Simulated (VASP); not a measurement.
A run of VASP 6.6.1 is set up as follows.

INCAR

```
PREC = Accurate
ENCUT = 680
EDIFF = 1E-6
ISMEAR = -1
SIGMA = 0.05
LREAL = F
LASPH = T
NELM = 60
ALGO = Fast
ISIF = 3
LWAVE = F
LCHARG = F
GGA = PE
IBRION = 2
NSW = 60
EDIFFG = -0.01
```

File KPOINTS:

```
Automatic mesh
0
Gamma
  10 10 3
```

The input POSCAR:

```
SiC
1.0
    3.0756941497      0.0000000000      0.0000000000
   -1.5378470748      2.6636292679      0.0000000000
    0.0000000000      0.0000000000     10.0706464800
Si C
4 4
Direct
    0.0000000000      0.0000000000      0.1878943800
    0.0000000000      0.0000000000      0.6878943800
    0.3333333333      0.6666666667      0.4378419800
    0.6666666667      0.3333333333      0.9378419800
    0.0000000000      0.0000000000      0.0004600500
    0.0000000000      0.0000000000      0.5004600500
    0.3333333333      0.6666666667      0.2498025900
    0.6666666667      0.3333333333      0.7498025900
```

Potentials or basis: VASP PAW PBE potentials, release 64 (Si_GW, C_GW).

Command:

```sh
$ cat potpaw_PBE.64/Si_GW/POTCAR potpaw_PBE.64/C_GW/POTCAR > POTCAR
$ mpirun -np 1 vasp_std > vasp.out
```

Problem. What does it give for the relaxed volume?

Solution. 10.50 Å³/atom.

Problem. What does it give for the band gap on the k mesh?

Solution. 2.22 eV, indirect (least direct gap 3.34 eV).

Problem. Predict the space group after relaxing (to 0.05 Å).

Solution. P6_3mc (No. 186).

Step by step:
| step | energy change (eV) | largest force (eV/Å) | pressure (GPa) | volume (Å³) |
| --- | --- | --- | --- | --- |
| 1 | 0.0000 | 0.0058 | 4.00 | 82.50 |
| 2 | 0.0014 | 0.0188 | -3.90 | 85.62 |
| 3 | -0.0185 | 0.0068 | 0.00 | 84.01 |

Caveat: an odd mesh through Γ misses points on the zone boundary, where band edges often lie. Expect the measured gap to be larger: semilocal functionals such as PBE lack the derivative discontinuity.
